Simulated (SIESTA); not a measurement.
Be in SIESTA: the effect of strain zz

Crystal: Be.

```
CELL_PARAMETERS angstrom
2.28530 0.00000 0.00000
-1.14265 1.97913 0.00000
0.00000 0.00000 3.44083
ATOMIC_POSITIONS crystal
Be 0.66667 0.33333 0.75000
Be 0.33333 0.66667 0.25000
```

The cell isn't the ideal one: cell strained along z.

Alike in all runs:

| Quantity | Value |
| --- | --- |
| Program | SIESTA 5.4.2 |
| Task | band structure |
| Functional | PBEsol |
| Potentials or basis | PseudoDojo 0.4 standard (PBEsol files) |
| Basis | DZP (energy shift 0.003 Ry; two zetas on semicore shells) |
| Grid cutoff | 800 Ry |
| Energy shift | 0.003 Ry |
| k mesh | 13 × 13 × 8 |
| Occupations | fermi-dirac, width 0.05 eV |
| Spin | no spin polarisation |

Q: One run gave: pressure -3.8 GPa. Which strain zz did it use?
A. 0.02
B. -0.02
C. 0
D. 0.04
E. -0.04

A: C.

```csv
strain zz,pressure (GPa)
-0.04,1.8
-0.02,-1.2
0,-3.8
0.02,-6.0
0.04,-7.9
```

Caveats: short orbitals over semicore shells can move pressures by several GPa; the basis of atomic orbitals isn't converged, which shifts pressures, moduli and gaps.
